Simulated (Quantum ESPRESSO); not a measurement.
Write the native input for Quantum ESPRESSO 7.5 that does the following.

```
Task                : single point
Functional          : PBE
Potentials or basis : SG15 PBE 1.2
Cutoff              : 952 eV
Density cutoff      : 3810 eV
k mesh              : 4 × 4 × 4
Occupations         : fermi-dirac, width 0.05 eV
Spin                : no spin polarisation
Mixing beta         : 0.5
Most SCF iterations : 120
SCF threshold       : 4e-10 Ry
```

Crystal: CaO.

```xyz
2
Lattice="0.0000 2.4036 2.4036 2.4036 0.0000 2.4036 2.4036 2.4036 0.0000" Properties=species:S:1:pos:R:3 pbc="T T T"
Ca    0.0000    0.0000    0.0000
O     2.4036    2.4036    2.4036
```

The cell is a database's computed one.

The input as run:

pw.in

```
&CONTROL
  calculation = 'scf'
  prefix = 'pwscf'
  outdir = './tmp'
  pseudo_dir = './pseudo'
  tprnfor = .true.
  tstress = .true.
  disk_io = 'nowf'
/
&SYSTEM
  ibrav = 0
  nat = 2
  ntyp = 2
  ecutwfc = 70
  nbnd = 14
  occupations = 'smearing'
  smearing = 'fd'
  degauss = 0.00367493
/
&ELECTRONS
  conv_thr = 4d-10
  electron_maxstep = 120
  mixing_beta = 0.5
/
ATOMIC_SPECIES
Ca    40.0780 Ca_ONCV_PBE-1.2.upf
O     15.9990 O_ONCV_PBE-1.2.upf
CELL_PARAMETERS angstrom
   0.0000000000    2.4035556960    2.4035556960
   2.4035556960    0.0000000000    2.4035556960
   2.4035556960    2.4035556960    0.0000000000
ATOMIC_POSITIONS crystal
Ca     0.0000000000    0.0000000000    0.0000000000
O      0.5000000000    0.5000000000    0.5000000000
K_POINTS automatic
4 4 4 0 0 0
```

Potentials or basis: SG15 PBE 1.2.

Launch:

```sh
$ OMP_NUM_THREADS=1 pw.x -in pw.in > pw.out
```

Results of the run:

| Item | Value |
| --- | --- |
| Band gap on the k mesh | 3.64 eV, indirect (least direct gap 4.02 eV) |

Caveat: the k mesh is coarse (spacing up to 0.57 Å⁻¹), so the values aren't converged.

Wall time 4.3 s on 1 thread of Arm Neoverse V1, with other jobs on the host, peak memory 0.05 GiB.
